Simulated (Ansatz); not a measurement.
## GeS: computed properties

Level of theory: Ansatz, DFT PBE+D3(BJ), scalar-relativistic, plane waves, PAW.

Settings: cutoff 420 eV, Γ-centred mesh 4×8×6 on the computed 8-atom cell, Gaussian smearing of 0.02 eV; no spin polarisation.

The structure is relaxed at this level of theory with its symmetry kept.

```cif
data_structure
_symmetry_space_group_name_H-M 'Pnma'
_symmetry_Int_Tables_number 62
_cell_length_a 10.6563
_cell_length_b 3.6794
_cell_length_c 4.3581
_cell_angle_alpha 90.000
_cell_angle_beta 90.000
_cell_angle_gamma 90.000
_cell_volume 170.87
loop_
_atom_site_label
_atom_site_type_symbol
_atom_site_symmetry_multiplicity
_atom_site_Wyckoff_symbol
_atom_site_fract_x
_atom_site_fract_y
_atom_site_fract_z
_atom_site_occupancy
Ge1 Ge 4 c 0.12445 0.25000 0.13524 1
S1 S 4 c 0.84939 0.25000 0.49492 1
```

Problem. Kohn–Sham band gap?

Solution. 1.22 eV, indirect from (0.000, 0.000, 0.310) to Γ.

Problem. Löwdin character of the top 1 eV of the valence band?

Solution. S 3p 58 %, Ge 4s 21 %, Ge 4p 19 %.

Problem. Löwdin character of the lowest 1 eV of the conduction band?

Solution. Ge 4p 59 %, S 3p 19 %, S 3s 9 %, Ge 4s 8 %, unprojected 5 %.

Problem. Electron masses at the edge by Cartesian direction of the standard setting (m_e; degenerate bands sorted by energy; no spin-orbit coupling)?

Solution. x: 0.11; y: 1.3; z: 6.6.

Problem. Hole masses at the edge by Cartesian direction of the standard setting (m_e; degenerate bands sorted by energy; no spin-orbit coupling)?

Solution. x: 0.57; y: 3.0; z: 0.24.

Problem. Electronic dielectric constant xx, yy, zz of the standard setting (independent particles)?

Solution. 13.4, 13.6, 13.1.

Problem. Bader charges (e)?

Solution. Ge (4 in the cell) 0.83, S (4 in the cell) -0.83.

An atom lies near a switch of its D3 coefficient C6 between reference coordination numbers, so the dispersion energy changes steeply there and can make or shift the minimum.

Cost: 12 runs of about 48 core-minutes in all, on Arm Neoverse V1 (shared hosts).